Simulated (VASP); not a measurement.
# SnSe2 in VASP: relaxation of cell and atoms with revPBE+D3(BJ)

Aim: the relaxation of cell and atoms of SnSe2 with revPBE+D3(BJ).

All numbers are computed with VASP 6.6.1; they aren't measurements. Logs are shortened: lines on timing, memory, paths and dates and some standing lists are left out, and cuts for length are marked.

## (1) Starting point

The cell holds a sheet with vacuum, 3 atoms: a = 3.850 Å, b = 3.850 Å, c = 19.180 Å, α = 90.00°, β = 90.00°, γ = 120.00°.

The cell was built by a generator and needn't be a form met in nature.

## (2) Relaxation of cell and atoms, revPBE+D3(BJ)

INCAR reads:

```
  PREC = Accurate
  ENCUT = 600
  EDIFF = 1E-6
  ISMEAR = 0
  SIGMA = 0.03
  LREAL = F
  LASPH = T
  NELM = 120
  ALGO = Fast
  ISIF = 3
  LWAVE = F
  LCHARG = F
  GGA = RE
  IVDW = 12
  IBRION = 2
  NSW = 60
  EDIFFG = -0.005
  LATTICE_CONSTRAINTS = .TRUE. .TRUE. .FALSE.
  KPAR = 2
```

KPOINTS reads:

```
regular mesh
0
Gamma
  12 12 1
```

POSCAR reads:

```
SnSe2
1.0
    3.8500000000      0.0000000000      0.0000000000
   -1.9250000000      3.3341978000      0.0000000000
    0.0000000000      0.0000000000     19.1800000000
Se Sn
2 1
Direct
    0.3333330000      0.6666670000      0.4171011500
    0.6666670000      0.3333330000      0.5828988500
    0.0000000000      0.0000000000      0.5000000000
```

Potentials or basis: VASP PAW PBE potentials, release 64 (Se, Sn_d).

The run is started by

```bash
$ cat potpaw_PBE.64/Se/POTCAR potpaw_PBE.64/Sn_d/POTCAR > POTCAR
$ mpirun -np 2 vasp_std > vasp.out
```

OUTCAR:

```text
PREC = Accurate
   ENCUT = 600
   EDIFF = 1E-6
   ISMEAR = 0
   LREAL = F
   LASPH = T
   NELM = 120
   ISIF = 3
   GGA = RE
   IVDW = 12
   IBRION = 2
   NSW = 60
   EDIFFG = -0.005
 IVDW          = 12

 ion  position               nearest neighbor table
   1  0.333  0.667  0.417-   3 2.73   3 2.73   3 2.73
   2  0.667  0.333  0.583-   3 2.73   3 2.73   3 2.73
   3  0.000  0.000  0.500-   1 2.73   2 2.73   1 2.73   2 2.73   2 2.73   1 2.73

  LATTYP: Found a hexagonal cell.
 ALAT       =     3.8500000000
 C/A-ratio  =     4.9818181818

  Lattice vectors:

 A1 = (   3.8500000000,   0.0000000000,   0.0000000000)
 A2 = (  -1.9250000000,   3.3341978000,   0.0000000000)
 A3 = (   0.0000000000,   0.0000000000,  19.1800000000)

Analysis of symmetry for initial positions (statically):
=====================================================================
 Subroutine PRICEL returns:
 Original cell was already a primitive cell.

 Routine SETGRP: Setting up the symmetry group for a
 hexagonal supercell.

 Subroutine GETGRP returns: Found 12 space group operations
 (whereof 12 operations were pure point group operations)
 out of a pool of 24 trial point group operations.

The static configuration has the point symmetry D_3d.

Analysis of symmetry for dynamics (positions and initial velocities):
=====================================================================
 Subroutine PRICEL returns:
 Original cell was already a primitive cell.

 Routine SETGRP: Setting up the symmetry group for a
 hexagonal supercell.

 Subroutine GETGRP returns: Found 12 space group operations
 (whereof 12 operations were pure point group operations)
 out of a pool of 24 trial point group operations.

The dynamic configuration has the point symmetry D_3d.

 Subroutine INISYM returns: Found 12 space group operations
 (whereof 12 operations are pure point group operations),
 and found     1 'primitive' translations

----------------------------------------------------------------------------------------

                                     Primitive cell

  volume of cell :     246.2072

  direct lattice vectors                    reciprocal lattice vectors
     3.850000000  0.000000000  0.000000000     0.259740260  0.149961109  0.000000000
    -1.925000000  3.334197800  0.000000000     0.000000000  0.299922218  0.000000000
     0.000000000  0.000000000 19.180000000     0.000000000  0.000000000  0.052137643

  length of vectors
     3.850000000  3.849999996 19.180000000     0.299922218  0.299922218  0.052137643

  position of ions in fractional coordinates (direct lattice)
     0.333333000  0.666667000  0.417101150
     0.666667000  0.333333000  0.582898850
     0.000000000  0.000000000  0.500000000

  ion indices of the primitive-cell ions
   primitive index   ion index
                 1           1
                 2           2
                 3           3

----------------------------------------------------------------------------------------

 KPOINTS: regular mesh

Automatic generation of k-mesh.
 Grid dimensions read from file:
 generate k-points for:   12   12    1

 Generating k-lattice:

  Cartesian coordinates                     Fractional coordinates (reciprocal lattice)
     0.021645022  0.012496759  0.000000000     0.083333333 -0.000000000  0.000000000
     0.000000000  0.024993518  0.000000000     0.000000000  0.083333333  0.000000000
     0.000000000  0.000000000  0.052137643     0.000000000  0.000000000  1.000000000

  Length of vectors
     0.024993518  0.024993518  0.052137643

  Shift w.r.t. Gamma in fractional coordinates (k-lattice)
     0.000000000  0.000000000  0.000000000

 Subroutine IBZKPT returns following result:
 ===========================================

 Found     19 irreducible k-points:

 Following reciprocal coordinates:
            Coordinates               Weight
  0.000000  0.000000  0.000000      1.000000
  0.083333  0.000000  0.000000      6.000000
  0.166667  0.000000  0.000000      6.000000
  0.250000  0.000000  0.000000      6.000000
  0.333333  0.000000  0.000000      6.000000
  0.416667  0.000000  0.000000      6.000000
[... 11 lines left out ...]
  0.333333  0.250000  0.000000     12.000000
  0.333333  0.333333  0.000000      2.000000
   k-points           NKPTS =     19   k-points in BZ     NKDIM =     19   number of bands    NBANDS=     17
   number of dos      NEDOS =    301   number of ions     NIONS =      3
   total plane-waves  NPLWV = 163840
   dimension x,y,z NGX =    32 NGY =   32 NGZ =  160
   dimension x,y,z NGXF=    64 NGYF=   64 NGZF=  320
   ions per type =               2   1
   NGX,Y,Z   is equivalent  to a cutoff of  13.82, 13.82, 13.87 a.u.
   NGXF,Y,Z  is equivalent  to a cutoff of  27.64, 27.64, 27.74 a.u.
 SYSTEM =  unknown system
   PREC   = accura    normal or accurate (medium, high low for compatibility)
   ISTART =      0    job   : 0-new  1-cont  2-samecut
   ICHARG =      2    charge: 1-file 2-atom 10-const
   ISPIN  =      1    spin polarized calculation?
   LNONCOLLINEAR =      F non collinear calculations
   LSORBIT =      F    spin-orbit coupling
   LASPH  =      T    aspherical Exc in radial PAW
   ENCUT  =  600.0 eV  44.10 Ry    6.64 a.u.   7.69  7.69 38.31*2*pi/ulx,y,z
   NELM   =    120;   NELMIN=  2; NELMDL= -5     # of ELM steps
   EDIFF  = 0.1E-05   stopping-criterion for ELM
   LREAL  =      F    real-space projection
   EDIFFG = -.5E-02   stopping-criterion for IOM
   NSW    =     60    number of steps for IOM
   IBRION =      2    ionic relax: 0-MD 1-quasi-New 2-CG
   NFREE  =      1    steps in history (QN), initial steepest desc. (CG)
   ISIF   =      3    stress and relaxation
   ISYM   =      2    0-nonsym 1-usesym 2-fastsym
   POTIM  = 0.5000    time-step for ionic-motion
   TEBEG  =    0.0;   TEEND  =   0.0 temperature during run
   PSTRESS=    0.0 pullay stress
   NELECT =      26.0000    total number of electrons
   NUPDOWN=      -1.0000    fix difference up-down
   EMIN   =  10.00;   EMAX   =-10.00  energy-range for DOS
   EFERMI =   0.00;   METHOD = LEGACY
   ISMEAR =     0;   SIGMA  =   0.03  broadening in eV -4-tet -1-fermi 0-gaus
   EFERMI_NEDOS =   21; number of points for ismear=-14 and -15
   IALGO  =     68    algorithm
   IMIX   =      4    mixing-type and parameters
     AMIX     =   0.40;   BMIX     =  1.00
     AMIX_MAG =   1.60;   BMIX_MAG =  1.00
  volume/ion in A,a.u.               =      82.07       553.83
  Fermi-wavevector in a.u.,A,eV,Ry     =   0.773807  1.462282  8.146849  0.598777
  Thomas-Fermi vector in A             =   1.875729
   LORBIT       =      0    0 simple, 1 ext, 2 COOP (PROOUT), +10 PAW based schemes
   GGA     = RE    functional components
   LHFCALC =     F    Hartree Fock is set to
   AEXX    =    0.0000 exact exchange contribution
   IVDW    =    12    specifies the selected vdW correction
   LEPSILON=     F    determine dielectric tensor
   LRPA    =     F    only Hartree local field effects (RPA)
 conjugate gradient relaxation of ions
 non-spin polarized calculation
 RMM-DIIS sequential band-by-band and
 Gauss-broadening in eV      SIGMA  =   0.03
  energy-cutoff  :      600.00
  volume of cell :      246.21
 maximum number of plane-waves:      8267
 NGX is ok and might be reduce to    32
   NGX = 15   NGY = 15   NGZ = 77

--------------------------------------- Ionic step        1  -------------------------------------------

 number of electron      25.9999998 magnetization

 Free energy of the ion-electron system (eV)
  ---------------------------------------------------
  ext. energy  EPLUGINS =         0.00000000
  ---------------------------------------------------
  free energy    TOTEN  =       -11.06525854 eV

  energy without entropy =      -11.06525854  energy(sigma->0) =      -11.06525854

------------------------ aborting loop because EDIFF is reached ----------------------------------------

 Edisp (eV)   -1.48011

 E8    (eV) :    -1.0723

  FORCE on cell =-STRESS in cart. coord.  units (eV):
  Direction    XX          YY          ZZ          XY          YZ          ZX
  --------------------------------------------------------------------------------------
  -------------------------------------------------------------------------------------
  Total      -0.53199    -0.53199     0.14182    -0.00000     0.00000    -0.00000
  in kB      -3.46190    -3.46190     0.92287    -0.00000     0.00000    -0.00000
  external pressure =       -2.00 kB  Pullay stress =        0.00 kB

 VOLUME and BASIS-vectors are now :
 -----------------------------------------------------------------------------
  energy-cutoff  :      600.00
  volume of cell :      246.21
      direct lattice vectors                 reciprocal lattice vectors
     3.850000000  0.000000000  0.000000000     0.259740260  0.149961109  0.000000000
    -1.925000000  3.334197800  0.000000000     0.000000000  0.299922218  0.000000000
     0.000000000  0.000000000 19.180000000     0.000000000  0.000000000  0.052137643
[... 165 lines left out ...]
 POSITION                                       TOTAL-FORCE (eV/Angst)
 -----------------------------------------------------------------------------------
     -0.00000      2.20164      7.98458         0.000000     -0.000000     -0.011438
      1.90668      1.10082     11.19542        -0.000000      0.000000      0.011438
     -1.90667      3.30245      9.59000         0.000000      0.000000      0.000000
 -----------------------------------------------------------------------------------
    total drift:                                0.000000      0.000000      0.000000

  FREE ENERGIE OF THE ION-ELECTRON SYSTEM (eV)
  ---------------------------------------------------
  free  energy   TOTEN  =       -12.5513709756 eV

  energy  without entropy=      -12.5513709756  energy(sigma->0) =      -12.55137098

--------------------------------------- Ionic step        6  -------------------------------------------

 number of electron      26.0000003 magnetization

 Free energy of the ion-electron system (eV)
  ---------------------------------------------------
  ext. energy  EPLUGINS =         0.00000000
  ---------------------------------------------------
  free energy    TOTEN  =       -11.04570621 eV

  energy without entropy =      -11.04570621  energy(sigma->0) =      -11.04570621

 E-fermi :  -2.5050     XC(G=0):  -3.5834

 val. band max:       -2.6529653786   @ k =   0.0833   0.0000   0.0000
 cond. band min:      -1.8451525034   @ k =   0.5000   0.0000   0.0000
 fundamental gap:      0.8078128752
 Fermi energy:        -2.5050237176

 k-point     1 :       0.0000    0.0000    0.0000
  band No.  band energies     occupation
      1     -23.8696      2.00000
      2     -23.8696      2.00000
      3     -23.8300      2.00000
      4     -23.8203      2.00000
      5     -23.8203      2.00000
      6     -16.1678      2.00000
[... 9 lines left out ...]
     16       2.0280      0.00000
     17       2.0280      0.00000
[... 384 lines left out ...]
 POSITION                                       TOTAL-FORCE (eV/Angst)
 -----------------------------------------------------------------------------------
     -0.00000      2.20123      7.98315        -0.000000      0.000000      0.000548
      1.90632      1.10061     11.19685         0.000000     -0.000000     -0.000548
      0.00000     -0.00000      9.59000        -0.000000      0.000000      0.000000
 -----------------------------------------------------------------------------------
    total drift:                               -0.000000     -0.000000      0.000000

  FREE ENERGIE OF THE ION-ELECTRON SYSTEM (eV)
  ---------------------------------------------------
  free  energy   TOTEN  =       -12.5513841261 eV

  energy  without entropy=      -12.5513841261  energy(sigma->0) =      -12.55138413

 reached required accuracy - stopping structural energy minimisation
```

Run time: 2.1 min. Hardware: 2 MPI ranks of Intel Xeon 6975P-C (Granite Rapids), shared host; peak memory 0.51 GiB.

Results:

```
Free energy                            : -12.5514 eV
Relaxed volume                         : 80.48 Å³/atom
Relaxed cell                           : a = 3.813 Å, b = 3.813 Å, c = 19.180 Å, α = 90.00°, β = 90.00°, γ = 120.00°
Space group after relaxing (to 0.05 Å) : P-3m1 (No. 164)
Energy gained by relaxing              : 2.0 meV/atom
Ionic steps                            : 6
Band gap on the k mesh                 : 0.81 eV, indirect (least direct gap 1.16 eV)
Dispersion energy per atom             : -0.502 eV
```

The path:
| step | energy change (eV) | largest force (eV/Å) | pressure (GPa) | volume (Å³) |
| --- | --- | --- | --- | --- |
| 1 | 0.0000 | 0.0484 | -0.20 | 246.21 |
| 2 | -0.0043 | 0.1297 | 0.13 | 242.01 |
| 3 | -0.0043 | 0.1223 | 0.10 | 242.39 |
| 4 | -0.0054 | 0.0707 | 0.06 | 241.99 |
| 5 | -0.0060 | 0.0114 | 0.01 | 241.54 |
| 6 | -0.0060 | 0.0005 | 0.00 | 241.45 |

Final structure:
```
CELL_PARAMETERS angstrom
3.81263 0.00000 0.00000
-1.90632 3.30184 0.00000
0.00000 0.00000 19.18000
ATOMIC_POSITIONS crystal
Se 0.33333 0.66667 0.41622
Se 0.66667 0.33333 0.58378
Sn 0.00000 0.00000 0.50000
```

Caveat: the PAW data sets were made with another functional, which shifts forces and pressure a little; spin-orbit coupling is left out, which moves the levels of the heavy elements.
